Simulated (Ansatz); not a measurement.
# KCl: a single-point run

The task is a single-point run on KCl. The structure is shown as the input types it. The cell is built on a prototype (wurtzite) and needn't be the phase found in nature.

Program: Ansatz 0.2.0. Level of theory: density functional or hybrid calculation with the settings of its input, plane waves (as first typed). These are calculated values, not measurements.

1 further run of the same task is left out (it didn't finish).

## 1. The starting structure

It takes space group P6_3/mmc (No. 194, hexagonal). The conventional cell has a = 5.344 Å, b = 5.344 Å, c = 6.239 Å, α = 90.00°, β = 90.00°, γ = 120.00°. K (site symmetry -6m2) has 5 Cl at 3.09 to 3.12 Å as nearest neighbours. Cl (site symmetry -6m2) is surrounded by 5 K at 3.09 to 3.12 Å.

The input asks for a charge of +0.1 e on the cell.

As a file:

```
CELL_PARAMETERS angstrom
5.34380 0.00000 0.00000
-2.67190 4.62787 0.00000
0.00000 0.00000 6.23917
ATOMIC_POSITIONS crystal
K 0.33333 0.66667 0.93750
K 0.66667 0.33333 0.43750
Cl 0.33333 0.66667 0.43750
Cl 0.66667 0.33333 0.93750
```

## 2. Running it

Input file input.yaml:

```yaml
crystal:
  lattice:
    - [5.3438034984, 0.0, 0.0]
    - [-2.6719017492, 4.6278695824, 0.0]
    - [0.0, 0.0, 6.2391671764]
  atoms:
    - { symbol: K, position: [0.3333333333, 0.6666666667, -0.0625] }
    - { symbol: K, position: [0.6666666667, 0.3333333333, 0.4375] }
    - { symbol: Cl, position: [0.3333333333, 0.6666666667, 0.4375] }
    - { symbol: Cl, position: [0.6666666667, 0.3333333333, 0.9375] }
kpoints:
  mp_grid: { grid: [6, 6, 4] }
hamiltonian:
  xc: pbe
scf:
  occupations: { method: fixed }
  n_extra_bands: 5
  max_iter: 90
output:
  forces: true
  stress: true
  eigenvalues: true
total_charge: 0.1
```

Command:

```sh
> ansatz run input.yaml --threads 4 --pin off --max-ram 3686MiB --backend cpu --events-out ev --progress --plain --runs-dir out
```

**Question.** How will this run end, and is anything wrong with its input?

The run ended at the input check. The line that matters: «inconsistent input (total_charge, scf.occupations.method): 0.1 gives a fractional electron count (31.900) which fixed/explicit occupations and the σ = 0 step fill (a smearing width below the step floor) cannot realise ...»

The typed charge leaves an electron count that fixed occupations can't fill in whole bands.

Remedy: remove the charge, or use smearing if the charged cell is meant.
